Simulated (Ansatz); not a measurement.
MoS2 (P-6m2) from a database structure: a one-shot G0W0 calculation in the plane-wave code Ansatz (G0W0@r2SCAN with 223 empty bands, a screening cutoff of 140 eV and a 6×6×2 mesh). The cell was relaxed beforehand with r2SCAN+rVV10.

input.yaml:
```yaml
crystal:
  lattice:
    - [3.1710519965, 0.0, 0.0]
    - [-1.5855259982, 2.7462115857, 0.0]
    - [0.0, 0.0, 6.809688909]
  atoms:
    - { symbol: Mo, position: [0.0, 0.0, 0.0] }
    - { symbol: S, position: [0.3333333333, 0.6666666667, 0.2285702679] }
    - { symbol: S, position: [0.3333333333, 0.6666666667, 0.7714297321] }
kpoints:
  mp_grid: { grid: [6, 6, 2] }
hamiltonian:
  xc: r2scan
scf:
  occupations: { method: fixed }
gw:
  n_empty_bands: 223
  ecut_chi: 140
  qp_bands: [v2, c2]
  qp_kpoints: band_edges
  screening: { model: godby_needs }
```

Run as `ansatz run input.yaml --threads 2 --pin off --max-ram 3686MiB --backend cpu --events-out ev --progress --plain --runs-dir out`. It took 2.8 min on 2 threads of Arm Neoverse V2, on a shared host; peak host memory 0.79 GiB.

The output, standing remarks left out:
```
Functional definition: r2SCAN
Crystal: 3 atoms, lattice volume = 59.301 Å³
Basis set: ecut = 500 eV, 1507 PW (Γ)
Bands: 17, of which v1, the nominal top of the filled ones, is band 13 counted from 1 (12 counted from 0)
Symmetry: 12 space group operations
Space group: P-6m2 (ITA 187)
k-points: 14 of 72 (time reversal used)
preconditioner: auto → none  [insulator: Δε(μ)=1.388 eV  ℏωp=20.5 eV]
SCF 1 converged in 8 iterations: F = -6782.117845 eV  dr2 = 1.13e-8
Free energy (F): -6782.117845 eV
Fermi energy:    8.969041 eV
--- Per-component energies (eV) ---
  E_band       = -216.010513
  E_kinetic    = 654.781506
  E_local      = -2446.810985
  E_nonlocal   = 198.453324
  E_hartree    = 975.943675
  E_xc         = -362.560957
  E_vxc        = -446.013113
  E_paw        = -4435.838027
  E_vpaw       = -154.146360
  E_vtau       = 25.836404
  E_ewald      = -1365.645652
  E_core_change = -0.440737
--- Band table (eV; the first three rows and the last of 14) ---
  k-point 0: bands = […, 5.7425, 5.7425, 6.9097, 6.9097, 7.2896, 8.1842, 11.5256, 11.5256, 11.7164, 11.7164]
  k-point 1: bands = […, 5.7491, 5.7491, 6.0282, 6.8966, 6.8966, 8.9690, 11.4769, 11.4769, 11.7852, 11.7852]
  k-point 2: bands = […, 4.9578, 5.6064, 6.1641, 6.3369, 7.7703, 8.0298, 10.8130, 11.3080, 11.4958, 12.1550]
  k-point 13: bands = […, 3.7389, 4.3103, 5.0026, 5.4215, 5.9282, 8.5310, 10.3208, 11.5704, 12.5404, 13.6131]
--- G₀W₀: ω_p = 24.5873 eV, 72 q-points, 223 empty bands' worth ---
    ik  band        ε_KS         Σx   Σc(E_QP)       V_xc       Z   E_QP_lin       E_QP  E_QP is
     0    12      7.2896   -18.3507     2.3399   -15.7216  0.7787     6.9999     7.0004  root
     0    13      8.1842   -18.3759     0.9705   -17.3110  0.7810     8.0898     8.0898  root
     0    14     11.5256   -13.7380    -4.2271   -18.4488  0.7813    12.0105    12.0093  root
     0    15     11.5256   -13.7380    -4.2271   -18.4488  0.7813    12.0105    12.0093  root
     1    12      6.8966   -20.3022     1.5670   -18.7412  0.7777     6.9027     6.9027  root
     1    13      8.9690   -19.6758     0.7064   -18.9577  0.7768     8.9574     8.9574  root
     1    14     11.4769   -13.6736    -4.2355   -18.3924  0.7815    11.9615    11.9603  root
     1    15     11.4769   -13.6736    -4.2355   -18.3924  0.7815    11.9615    11.9603  root
     2    12      7.7703   -18.5501     2.0773   -16.2219  0.7805     7.5189     7.5193  root
     2    13      8.0298   -19.0512     1.0878   -17.9049  0.7781     7.9713     7.9713  root
     2    14     10.8130   -13.0331    -3.9749   -17.3898  0.7840    11.1955    11.1948  root
     2    15     11.3080   -14.1264    -4.0848   -18.6800  0.7765    11.7779    11.7767  root
     3    12      7.0523   -18.1284     2.1246   -15.7367  0.7815     6.7848     6.7852  root
     3    13      8.4643   -19.6904     0.9589   -18.7072  0.7762     8.4400     8.4400  root
     3    14     11.2507   -13.7592    -4.3842   -18.6061  0.7860    11.7145    11.7134  root
     3    15     11.2992   -14.1055    -4.1699   -18.7427  0.7770    11.7676    11.7664  root
     4    12      7.1500   -19.0191     2.2946   -16.4874  0.7750     6.9127     6.9130  root
     4    13      7.4266   -18.7434     1.2887   -17.3660  0.7784     7.3378     7.3379  root
     4    14     10.8025   -13.8404    -4.1919   -18.4864  0.7819    11.2577    11.2567  root
     4    15     10.8892   -15.3816    -4.2191   -20.1469  0.7758    11.4369    11.4354  root
     6    12      7.4221   -18.9048     1.9693   -16.7750  0.7798     7.2615     7.2617  root
     6    13      7.7193   -17.9792     1.2725   -16.5344  0.7839     7.5468     7.5470  root
     6    14     10.9387   -16.6603    -4.5223   -21.8114  0.7723    11.5695    11.5675  root
     6    15     11.3882   -15.5619    -4.6707   -20.8065  0.7722    11.9641    11.9620  root
     7    12      7.4720   -18.9840     1.9579   -16.8705  0.7798     7.3162     7.3164  root
     7    13      8.0397   -18.2933     1.2327   -16.8953  0.7840     7.8742     7.8744  root
     7    14     10.9529   -16.6749    -4.5160   -21.8191  0.7723    11.5831    11.5811  root
     7    15     11.5291   -16.1398    -4.7531   -21.4963  0.7695    12.1349    12.1325  root
     8    12      7.6413   -19.7490     1.2394   -18.4948  0.7749     7.6264     7.6264  root
     8    13      7.7015   -18.9759     2.1415   -16.6027  0.7783     7.4695     7.4698  root
     8    14     10.3860   -13.0708    -3.8484   -17.3010  0.7866    10.7684    10.7678  root
     8    15     11.0942   -14.9564    -4.3660   -19.8540  0.7760    11.6272    11.6257  root
     9    12      7.1377   -18.3881     2.2720   -15.8431  0.7793     6.8642     6.8647  root
     9    13      7.7762   -19.9118     1.2201   -18.6800  0.7745     7.7646     7.7646  root
     9    14     10.8411   -14.2859    -4.0908   -18.8534  0.7800    11.3188    11.3177  root
     9    15     11.2934   -13.6000    -4.5466   -18.6192  0.7877    11.7672    11.7660  root
  […]
```

The rows of the band table are 0: (0, 0, 0) = Γ, 1: (0, 0, -1/2), 2: (0, 1/6, 0), 13: (1/3, 1/3, -1/2).

The points are ik 0 = (0, 0, 0) (Γ), ik 1 = (0, 0, -1/2), ik 2 = (0, 1/6, 0), ik 3 = (0, 1/6, -1/2), ik 4 = (0, 1/3, 0), ik 6 = (0, -1/2, 0), ik 7 = (0, -1/2, -1/2), ik 8 = (1/6, 1/6, 0), ik 9 = (1/6, 1/6, -1/2), ik 10 = (1/6, 1/3, 0), ik 11 = (1/6, 1/3, -1/2), ik 12 = (1/3, 1/3, 0); band 13 is the last filled one.

The quasiparticle gap on this mesh is 1.81 eV (k = (0, 0, -1/2) to k = (1/6, 1/6, 0)), against 1.34 eV from r2SCAN: +0.47 eV. Renormalisation factors Z lie between 0.76 and 0.79. No extrapolation in bands, cutoff or mesh was made for G0W0.

Calculated for a static, non-magnetic cell.

The runs are scalar-relativistic, without spin-orbit coupling.
